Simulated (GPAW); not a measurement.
Crystal: KBr.

```
Br K
1.0
     0.00000    3.30000    3.30000
     3.30000    0.00000    3.30000
     3.30000    3.30000    0.00000
Br K
1 1
Direct
  0.50000 0.50000 0.50000
  0.00000 0.00000 0.00000
```

* Program: GPAW 26.7.0
* Task: relaxation of cell and atoms
* Functional: PBEsol
* Dispersion: D3(BJ)
* Potentials or basis: PAW data sets generated in the run's folder for this functional
* Cutoff: 600 eV
* Basis: pw
* k mesh: 7 × 7 × 7
* Occupations: fermi-dirac, width 0.05 eV
* Spin: no spin polarisation

At the start: pressure -1.3 GPa; volume 35.94 Å³/atom.

Problem. How do energy, volume and symmetry change on relaxing?

Solution. Over 4 steps the energy falls by 12.8 meV/atom and the volume is 33.02 Å³/atom (-8.1 %); space group Fm-3m (No. 225, to 0.05 Å).

Step by step:
| step | energy change (eV) | largest force (eV/Å) | pressure (GPa) | volume (Å³) |
| --- | --- | --- | --- | --- |
| 1 | 0.0000 | 0.0000 | -1.29 | 71.87 |
| 2 | -0.0034 | 0.0000 | -1.22 | 71.43 |
| 3 | -0.0250 | 0.0000 | 0.22 | 65.18 |
| 4 | -0.0255 | 0.0000 | -0.03 | 66.03 |

Final structure:
```
Br K
1.0
     0.00000    3.20808    3.20808
     3.20808    0.00000    3.20808
     3.20808    3.20808    0.00000
Br K
1 1
Direct
  0.50000 0.50000 0.50000
  0.00000 0.00000 0.00000
```

Caveat: later steps reuse the first step's grids.
